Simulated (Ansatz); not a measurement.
## A vibration from a frozen displacement in NaF

These are results of Ansatz 0.2.0, DFT PBEsol, scalar-relativistic, plane waves, PAW, not measurements. Settings: plane waves to 420 eV, k-mesh 8×8×8 (Γ-centred), Gaussian smearing 0.05 eV. No spin polarisation. Energies are free energies at this smearing, counted from the undisturbed cell; pressure is positive in compression.

The undisturbed cell (as given, not relaxed at this level; it stands at -0.5 GPa):

```yaml
crystal:
  lattice:
    - [0.00000, 2.32330, 2.32330]
    - [2.32330, 0.00000, 2.32330]
    - [2.32330, 2.32330, 0.00000]
  atoms:
    - { symbol: Na, position: [0.00000, 0.00000, 0.00000] }
    - { symbol: F, position: [0.50000, 0.50000, 0.50000] }
```

Every F atom is moved by x along the Cartesian unit vector (0.000, 0.000, 1.000); the cell and all other atoms stay fixed. The cell's volume is 25.08 Å³; the moved atoms weigh 18.998 u together and the others 22.990 u. Some rows repeat others by symmetry and weren't run.

| x (Å) | ΔE (meV/cell) | total force on the moved atoms along the move (eV/Å) | pressure (GPa) |
| --- | --- | --- | --- |
| -0.2000 | 47.01 | 0.5269 | 0.6826 |
| -0.1750 | 34.98 | 0.4374 | 0.3821 |
| -0.1500 | 25.06 | 0.3576 | 0.1290 |
| -0.1250 | 17.03 | 0.2859 | -0.0801 |
| -0.1000 | 10.71 | 0.2210 | -0.2476 |
| -0.0750 | 5.94 | 0.1612 | -0.3757 |
| -0.0500 | 2.61 | 0.1054 | -0.4660 |
| -0.0250 | 0.65 | 0.0520 | -0.5198 |
| 0.0000 | 0.00 | 0.0000 | -0.5376 |
| 0.0250 | 0.65 | -0.0520 | -0.5198 |
| 0.0500 | 2.61 | -0.1054 | -0.4660 |
| 0.0750 | 5.94 | -0.1612 | -0.3757 |
| 0.1000 | 10.71 | -0.2210 | -0.2476 |
| 0.1250 | 17.03 | -0.2859 | -0.0801 |
| 0.1500 | 25.06 | -0.3576 | 0.1290 |
| 0.1750 | 34.98 | -0.4374 | 0.3821 |
| 0.2000 | 47.01 | -0.5269 | 0.6826 |

Q: What frequency belongs to this motion?

A: The force constant is k = −dF/dx = 2.080 eV/Å², from the parabola through x = -0.0250, 0 and 0.0250. In every cell the moved atoms swing against the rest, so the mass is μ = m₁m₂/(m₁ + m₂) = 10.402 u, and ν̃ = 521.5 cm⁻¹ × √(|k|/μ) = 233 cm⁻¹. To first order in x, and within 1 %, the force on every atom lies along the move and, within each of the two groups, in proportion to the atom's mass, so this is itself a mode at the zone centre of this cell, taken without macroscopic field (the transverse frequency in a polar insulator).

Q: How far does the harmonic law reach?

A: At x = -0.200 Å, kx²/2 = 41.60 meV against the computed 47.01 meV (+13.0 %): the well stiffens in this direction at large amplitude.

Q: The pressure changes with x². What does that say about the frequency under compression?

A: With E = k(V)x²/2, k ∝ V^(−2γ) and x scaling with the cell as V^(1/3), P − P0 = −∂E/∂V = (2γ − 2/3) ΔE/V. At x = 0.0500 Å, V(P − P0) = 25.08 × 0.07162 / 160.2 eV = 11.21 meV and ΔE = 2.61 meV, so γ = 1/3 + V(P − P0)/(2ΔE) = 2.48. This is the Grüneisen parameter of the motion under uniform scaling of the cell: shrinking the cell evenly by 1 % in volume raises the frequency by about 2.48 %.